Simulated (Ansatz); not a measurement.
# C: moving C off its site

C, Fd-3m, a = 3.567 Å (as given, not relaxed at this level: 1.8 GPa). Ansatz: PBE, PAW, 420 eV, Γ-centred 6×6×6 mesh on 8 atoms, Gaussian smearing 0.05 eV; no spin polarisation.

```xyz
8
Lattice="3.5668 0.0000 0.0000 0.0000 -3.5668 0.0000 0.0000 0.0000 -3.5668" Properties=species:S:1:pos:R:3 pbc="T T T"
C     1.7834    0.0000    0.0000
C     0.0000   -1.7834    0.0000
C     0.0000    0.0000   -1.7834
C     1.7834   -1.7834   -1.7834
C     2.6751   -2.6751   -2.6751
C     0.8917   -0.8917   -2.6751
C     0.8917   -2.6751   -0.8917
C     2.6751   -0.8917   -0.8917
```

Atom 1 (C) moves by x along the unit vector (0.000, 0.000, 1.000), with its periodic images; all else is held. y is the free energy of the cell over the start, F the force along the path summed over the moved atoms. Symmetry makes y even in x.

```
 x (Å) y (meV) F (eV/Å)
-0.300        ?         ?
-0.180    707.1      7.74
-0.060     79.6      2.65
 0.000      0.0      0.00
 0.090    178.7     -3.96
 0.120    316.8     -5.25
 0.150    493.2     -6.51
 0.210    957.5     -8.94
 0.240   1243.0    -10.09
 0.270   1562.2    -11.18
```

Task: Fit y = c2 x² + c4 x⁴ to the energies of the other rows, give the force constant, and predict energy and force of the missing row.

Result: Least squares on the rows shown. y = 22141 x² − 9761.1 x⁴. The force constant is 2 c2 = 44.3 eV/Å² (for all images moving together, not for a lone atom). The force −dy/dx at the missing row is 12.23 eV/Å (computed 12.22). At x = -0.300 the fit asked for gives 1913.6 meV. The run gave 1913.4 meV, so the fit is 0.2 meV too high, a small miss on the scale of the series.

Cost: 10 runs of about 0.36 core-minutes in all, on Intel Xeon 6975P-C (Granite Rapids) (shared hosts).

The carbon atom sits in a stiff, nearly harmonic single well. The force constant of 44.3 eV/Å² reflects short, strong sp³ bonds that resist both stretching and bending. The negative quartic term is a mild softening: in every row the restoring force grows slightly less than in proportion to the displacement.

Along this cubic axis two bonds shorten while the other two lengthen, so the odd terms of the individual bonds cancel in the total. The softening probably comes from the sideways part of the motion, which adds length to all four bonds at second order and so weakens the stiffening of the compressed pair. Changes in the bond-angle forces may also contribute, and the total energy can't separate the two.

The tetrahedral site makes the harmonic constant the same in every direction, but not the anharmonicity. Along a bond a cubic term is allowed, since moving towards a neighbour differs from moving away from it, so the even polynomial shouldn't be carried over to that path.
